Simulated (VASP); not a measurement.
# InP (F-43m) in VASP: notebook

The runs below take InP through single point, with HF, r2SCAN.

All numbers are computed with VASP 6.6.1; they aren't measurements. Logs are shortened: lines on timing, memory, paths and dates and some standing lists are left out, and cuts for length are marked.

**Experimental background.**

From a printed reference work, data compilation, for a bulk crystal of InP at 1.6 K: band gap 1.4236 eV (direct).

The results are compared with them further down.

**1. The cell of the first run**

Symmetry: F-43m, No. 216, cubic system. The conventional cell has a = 5.908 Å, b = 5.908 Å, c = 5.908 Å, α = 90.00°, β = 90.00°, γ = 90.00°. In (site symmetry -43m) has 4 P at 2.56 Å within 3.4 Å. Within 3.4 Å of P (site symmetry -43m) lie 4 In at 2.56 Å.

**2. Single point, HF**

File POSCAR:

```
InP
1.0
    0.0000000000      2.9538132889      2.9538132889
    2.9538132889      0.0000000000      2.9538132889
    2.9538132889      2.9538132889      0.0000000000
In P
1 1
Direct
    0.0000000000      0.0000000000      0.0000000000
    0.2500000000      0.2500000000      0.2500000000
```

File INCAR.step1:

```
SYSTEM = InP
PREC = Accurate ; ENCUT = 520
EDIFF = 1E-5 ; ISMEAR = 0
SIGMA = 0.01 ; LREAL = .FALSE.
LASPH = .TRUE. ; NELM = 100
ALGO = Normal ; ISIF = 2
LWAVE = .TRUE. ; LCHARG = .FALSE.
GGA = PE ; NBANDS = 16
```

File INCAR.step2:

```
SYSTEM = InP
PREC = Accurate ; ENCUT = 520
EDIFF = 1E-7 ; ISMEAR = 0
SIGMA = 0.01 ; LREAL = .FALSE.
LASPH = .TRUE. ; NELM = 100
ALGO = Normal ; ISIF = 2
LWAVE = .FALSE. ; LCHARG = .FALSE.
GGA = PE ; LHFCALC = .TRUE.
AEXX = 1.0 ; ALDAC = 0.0
AGGAC = 0.0 ; PRECFOCK = Normal
ISTART = 1 ; NBANDS = 16
```

File KPOINTS:

```
regular mesh
0
G
  6 6 6
  0 0 0
```

Potentials or basis: VASP PAW PBE potentials, release 64 (In_d, P).

Run with:

```bash
cat potpaw_PBE.64/In_d/POTCAR potpaw_PBE.64/P/POTCAR > POTCAR
cp INCAR.step1 INCAR
mpirun -np 1 vasp_std > vasp.out
cp INCAR.step2 INCAR
mpirun -np 1 vasp_std > vasp.out
```

OUTCAR:

```text
SYSTEM = InP
   PREC = Accurate
   ENCUT = 520
   EDIFF = 1E-7
   ISMEAR = 0
   LREAL = .FALSE.
   LASPH = .TRUE.
   NELM = 100
   ISIF = 2
   GGA = PE
   LHFCALC = .TRUE.
   AEXX = 1.0
   PRECFOCK = Normal
   ISTART = 1

 ion  position               nearest neighbor table
   1  0.000  0.000  0.000-   2 2.56   2 2.56   2 2.56   2 2.56
   2  0.250  0.250  0.250-   1 2.56   1 2.56   1 2.56   1 2.56

  LATTYP: Found a face centered cubic cell.
 ALAT       =     5.9076265778

  Lattice vectors:

 A1 = (   0.0000000000,   2.9538132889,   2.9538132889)
 A2 = (   2.9538132889,   0.0000000000,   2.9538132889)
 A3 = (   2.9538132889,   2.9538132889,   0.0000000000)

Analysis of symmetry for initial positions (statically):
=====================================================================
 Subroutine PRICEL returns:
 Original cell was already a primitive cell.

 Routine SETGRP: Setting up the symmetry group for a
 face centered cubic supercell.

 Subroutine GETGRP returns: Found 24 space group operations
 (whereof 24 operations were pure point group operations)
 out of a pool of 48 trial point group operations.

The static configuration has the point symmetry T_d .

Analysis of symmetry for dynamics (positions and initial velocities):
=====================================================================
 Subroutine PRICEL returns:
 Original cell was already a primitive cell.

 Routine SETGRP: Setting up the symmetry group for a
 face centered cubic supercell.

 Subroutine GETGRP returns: Found 24 space group operations
 (whereof 24 operations were pure point group operations)
 out of a pool of 48 trial point group operations.

The dynamic configuration has the point symmetry T_d .

 Subroutine INISYM returns: Found 24 space group operations
 (whereof 24 operations are pure point group operations),
 and found     1 'primitive' translations

----------------------------------------------------------------------------------------

                                     Primitive cell

  volume of cell :      51.5441

  direct lattice vectors                    reciprocal lattice vectors
     0.000000000  2.953813289  2.953813289    -0.169272717  0.169272717  0.169272717
     2.953813289  0.000000000  2.953813289     0.169272717 -0.169272717  0.169272717
     2.953813289  2.953813289  0.000000000     0.169272717  0.169272717 -0.169272717

  length of vectors
[... 80 lines left out ...]
   ISYM   =      3    0-nonsym 1-usesym 2-fastsym
   POTIM  = 0.5000    time-step for ionic-motion
   TEBEG  =    0.0;   TEEND  =   0.0 temperature during run
   PSTRESS=    0.0 pullay stress
   NELECT =      18.0000    total number of electrons
   NUPDOWN=      -1.0000    fix difference up-down
   EMIN   =  10.00;   EMAX   =-10.00  energy-range for DOS
   EFERMI =   0.00;   METHOD = LEGACY
   ISMEAR =     0;   SIGMA  =   0.01  broadening in eV -4-tet -1-fermi 0-gaus
   EFERMI_NEDOS =   21; number of points for ismear=-14 and -15
   IALGO  =     38    algorithm
   IMIX   =      1    mixing-type and parameters
     AMIX     =   0.40;   BMIX     =  1.00
     AMIX_MAG =   1.60;   BMIX_MAG =  1.00
  volume/ion in A,a.u.               =      25.77       173.92
  Fermi-wavevector in a.u.,A,eV,Ry     =   1.152850  2.178570 18.082987  1.329062
  Thomas-Fermi vector in A             =   2.289498
   LORBIT       =      0    0 simple, 1 ext, 2 COOP (PROOUT), +10 PAW based schemes
   GGA     = PE    functional components
   LHFCALC =     T    Hartree Fock is set to
   PRECFOCK=normal    Normal, Fast or Accurate (Low or Medium for compatibility)
   ENCUT4O =  -1.0   cutoff for four orbital integrals eV
   NKREDX  =     1    reduce k-point grid by
   NKREDY  =     1    reduce k-point grid by
   NKREDZ  =     1    reduce k-point grid by
   AEXX    =    1.0000 exact exchange contribution
   HFSCREEN=    0.0000 screening length (either q_TF or 0.3 A-1)
   HFSCREENC=   0.0000 screening length for correlation (either q_TF or 0.3 A-1)
   ENCUTFOCK=  -1.0 apply spherical cutoff to Coloumb kernel
   IVDW    =     0    specifies the selected vdW correction
   LEPSILON=     F    determine dielectric tensor
   LRPA    =     F    only Hartree local field effects (RPA)
 non-spin polarized calculation
 Gauss-broadening in eV      SIGMA  =   0.01
  energy-cutoff  :      520.00
  volume of cell :       51.54
 maximum number of plane-waves:      1411
  NGX = 24; NGY = 24; NGZ = 24

 number of electron      18.0000009 magnetization

 Free energy of the ion-electron system (eV)
  ---------------------------------------------------
  ext. energy  EPLUGINS =         0.00000000
  ---------------------------------------------------
  free energy    TOTEN  =       -16.24861170 eV

  energy without entropy =      -16.24861170  energy(sigma->0) =      -16.24861170

 E-fermi :   3.0233     XC(G=0):   0.0000

 val. band max:        2.9301676095   @ k =   0.0000   0.0000   0.0000
 cond. band min:       9.9660287366   @ k =   0.0000   0.0000   0.0000
 fundamental gap:      7.0358611271
 Fermi energy:         3.0232925870

 k-point     1 :       0.0000    0.0000    0.0000
  band No.  band energies     occupation
      1     -17.8350      2.00000
      2     -17.8350      2.00000
      3     -17.8350      2.00000
      4     -17.6446      2.00000
      5     -17.6446      2.00000
      6     -13.2704      2.00000
[... 281 lines left out ...]
      3     -17.7349      2.00000
      4     -17.6737      2.00000
      5     -17.6287      2.00000
      6     -10.1554      2.00000
[... 8 lines left out ...]
     15      22.4554      0.00000
     16      22.7828      0.00000

------------------------ aborting loop because EDIFF is reached ----------------------------------------

  FORCE on cell =-STRESS in cart. coord.  units (eV):
  Direction    XX          YY          ZZ          XY          YZ          ZX
  --------------------------------------------------------------------------------------
  -------------------------------------------------------------------------------------
  Total        0.7909492      0.7909492      0.7909492     -0.0000000     -0.0000000      0.0000000
  in kB       24.5855588     24.5855588     24.5855588     -0.0000000     -0.0000000      0.0000000
  external PRESSURE =      24.5855588 kB  Pullay stress =       0.0000000 kB

 VOLUME and BASIS-vectors are now :
 -----------------------------------------------------------------------------
  energy-cutoff  :      520.00
  volume of cell :       51.54
      direct lattice vectors                 reciprocal lattice vectors
     0.000000000  2.953813289  2.953813289    -0.169272717  0.169272717  0.169272717
     2.953813289  0.000000000  2.953813289     0.169272717 -0.169272717  0.169272717
     2.953813289  2.953813289  0.000000000     0.169272717  0.169272717 -0.169272717

 POSITION                                       TOTAL-FORCE (eV/Angst)
 -----------------------------------------------------------------------------------
      0.00000      0.00000      0.00000        -0.000000     -0.000000     -0.000000
      1.47691      1.47691      1.47691         0.000000      0.000000      0.000000
 -----------------------------------------------------------------------------------
    total drift:                                0.000003      0.000004      0.000002

  FREE ENERGIE OF THE ION-ELECTRON SYSTEM (eV)
  ---------------------------------------------------
  free  energy   TOTEN  =       -16.2486117011 eV

  energy  without entropy=      -16.2486117011  energy(sigma->0) =      -16.24861170
```

OUTCAR.step1:

```text
SYSTEM = InP
   PREC = Accurate
   ENCUT = 520
   EDIFF = 1E-5
   ISMEAR = 0
   LREAL = .FALSE.
   LASPH = .TRUE.
[... 514 lines left out ...]
      0.00000      0.00000      0.00000         0.000000      0.000000      0.000000
      1.47691      1.47691      1.47691        -0.000000     -0.000000     -0.000000
 -----------------------------------------------------------------------------------
    total drift:                               -0.000000     -0.000000     -0.000000

  FREE ENERGIE OF THE ION-ELECTRON SYSTEM (eV)
  ---------------------------------------------------
  free  energy   TOTEN  =        -8.3887106739 eV

  energy  without entropy=       -8.3887106739  energy(sigma->0) =       -8.38871067
```

Wall time 75 min (1 thread of Intel Xeon Platinum 8259CL at 2.50GHz (Skylake/Cascade Lake), shared host); peak memory 0.2 GiB.

What came out:

- Free energy: -16.2486 eV
- Pressure: 2.5 GPa
- Band gap on the k mesh: 7.04 eV, direct

Caveat: the PAW data sets were made with another functional, which shifts forces and pressure a little; spin-orbit coupling is left out, which moves the levels of the heavy elements.

**3. Single point, r2SCAN**

POSCAR is that of step 2.

File INCAR.step1:

```
  PREC = Accurate
  ENCUT = 520
  ISMEAR = 0
  SIGMA = 0.01
  LREAL = F
  LASPH = T
  NELM = 100
  NBANDS = 16
  GGA = PE
  ALGO = Normal
  EDIFF = 1E-4
  LWAVE = T
  LCHARG = F
```

File INCAR.step2:

```
  PREC = Accurate
  ENCUT = 520
  EDIFF = 1E-7
  ISMEAR = 0
  SIGMA = 0.01
  LREAL = F
  LASPH = T
  NELM = 100
  ALGO = Normal
  ISIF = 2
  LWAVE = F
  LCHARG = F
  METAGGA = R2SCAN
  LMIXTAU = T
  NBANDS = 16
  ISTART = 1
```

File KPOINTS:

```
regular mesh
0
Gamma
  8 8 8
```

Potentials or basis: VASP PAW PBE potentials, release 64 (In_d, P).

Run with:

```bash
cat potpaw_PBE.64/In_d/POTCAR potpaw_PBE.64/P/POTCAR > POTCAR
cp INCAR.step1 INCAR
mpirun -np 1 vasp_std > vasp.out
cp INCAR.step2 INCAR
mpirun -np 1 vasp_std > vasp.out
```

Run time: 62 s. Hardware: 1 thread of Intel Xeon Platinum 8259CL at 2.50GHz (Skylake/Cascade Lake), shared host; peak memory 0.19 GiB.

The run converged. Its results:

| Item | Value |
| --- | --- |
| Free energy | -32.2973 eV |
| Pressure | -0.1 GPa |
| Band gap on the k mesh | 1.03 eV, direct |

Levels at points of the mesh, in eV from the valence-band top:
| k point | band 5 | band 6 | band 7 | band 8 | band 9 | band 10 | band 11 | band 12 | band 13 | band 14 |
| --- | --- | --- | --- | --- | --- | --- | --- | --- | --- | --- |
| (0.00, 0.00, 0.00) | -14.45 | -11.83 | 0.00 | 0.00 | 0.00 | 1.03 | 4.44 | 4.44 | 4.44 | 9.00 |
| (0.50, 0.00, 0.00) | -14.43 | -10.11 | -5.75 | -0.97 | -0.97 | 1.80 | 5.16 | 5.16 | 7.50 | 9.97 |
| (0.50, 0.50, 0.00) | -14.41 | -9.46 | -5.77 | -2.33 | -2.33 | 2.04 | 2.55 | 9.73 | 10.15 | 10.15 |

Caveat: the PAW data sets were made with another functional, which shifts forces and pressure a little; spin-orbit coupling is left out, which moves the levels of the heavy elements.

**4. Comparison with measurements**

Step 2. A measured gap of InP is 1.4236 eV (direct; 1.6 K; a printed reference work, data compilation); the calculated 7.04 eV misses it by +5.61 eV. So large a miss can be the level of theory's own, or it may mean another phase, state or a wrong row. Spin-orbit coupling on In is left out. The value is that of HF on a finite k mesh, which can miss the band edges, without temperature or zero-point motion.

Step 3. Against the measured gap of InP, 1.4236 eV (direct; 1.6 K; a printed reference work, data compilation), the calculated 1.03 eV is off by -0.39 eV. Spin-orbit coupling on In is left out. The value is that of r2SCAN, without temperature or zero-point motion.
